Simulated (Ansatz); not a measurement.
# ZnS: the cost of one run

Computed with Ansatz 0.2.0 (DFT PBE, scalar-relativistic, plane waves, PAW, unless a step's input says otherwise).

1 further run of the same task is left out (set aside as unsound or not needed).

## Step 1: The starting structure

It takes space group P6_3mc (No. 186, hexagonal). Conventional cell: a = 3.847 Å, b = 3.847 Å, c = 12.590 Å, α = 90.00°, β = 90.00°, γ = 120.00°. Zn (site symmetry 3m) has 4 S at 2.36 Å as nearest neighbours. S (site symmetry 3m) has 4 Zn at 2.36 Å as nearest neighbours.

As a file:

```cif
data_structure
_symmetry_space_group_name_H-M 'P6_3mc'
_symmetry_Int_Tables_number 186
_cell_length_a 3.8466
_cell_length_b 3.8466
_cell_length_c 12.5895
_cell_angle_alpha 90.000
_cell_angle_beta 90.000
_cell_angle_gamma 120.000
_cell_volume 161.32
loop_
_atom_site_label
_atom_site_type_symbol
_atom_site_symmetry_multiplicity
_atom_site_Wyckoff_symbol
_atom_site_fract_x
_atom_site_fract_y
_atom_site_fract_z
_atom_site_occupancy
Zn1 Zn 2 a 0.00000 0.00000 0.00005 1
Zn2 Zn 2 b 0.33333 0.66667 0.25002 1
S1 S 2 a 0.00000 0.00000 0.18729 1
S2 S 2 b 0.33333 0.66667 0.43764 1
```

It is the result of an earlier relaxation at this level (volume 20.16 Å³/atom; gap on the mesh: 2.05 eV).

## Step 3: Setting up the map

The energy is mapped over two homogeneous strains (x along [1 0 0], y along [1 2 0], z along [0 0 1] of the conventional cell).

- normal strain along x: 5 values from −4 to 4 %
- normal strain along y: 5 values from −4 to 4 %

Nothing else is relaxed (fractional coordinates fixed). Energies count from the relaxed crystal. Points are written as (first, second).

(The set-up runs are not shown.)

## Step 4: The run at (0 %, −4 %)

File input.yaml:

```yaml
crystal:
  lattice:
    - [3.8465705991, 0.0, 0.0]
    - [-1.9232852995, 3.197978742, 0.0]
    - [0.0, 0.0, 12.5895364177]
  atoms:
    - { symbol: Zn, position: [0.0, 0.0, 4.92057e-05] }
    - { symbol: Zn, position: [0.0, 0.0, 0.5000492057] }
    - { symbol: Zn, position: [0.3333333333, 0.6666666667, 0.2500242903] }
    - { symbol: Zn, position: [0.6666666667, 0.3333333333, 0.7500242903] }
    - { symbol: S, position: [0.0, 0.0, 0.1872905901] }
    - { symbol: S, position: [0.0, 0.0, 0.6872905901] }
    - { symbol: S, position: [0.3333333333, 0.6666666667, 0.4376359138] }
    - { symbol: S, position: [0.6666666667, 0.3333333333, 0.9376359138] }
basis:
  ecutwfc: 520.0
kpoints:
  mp_grid: { grid: [9, 9, 2] }
hamiltonian:
  xc: pbe
scf:
  occupations: { method: gaussian, width: 0.05 }
output:
  forces: true
  stress: true
  eigenvalues: true
```

Run with:

```bash
$ ansatz run input.yaml --threads 2 --pin off --max-ram 4096MiB --backend cpu --events-out ev --progress --plain --runs-dir out
```

Q: Estimate wall time and peak memory on 2 threads of Arm Neoverse V2, shared host.

About 17 s, with a peak of 0.62 GiB.
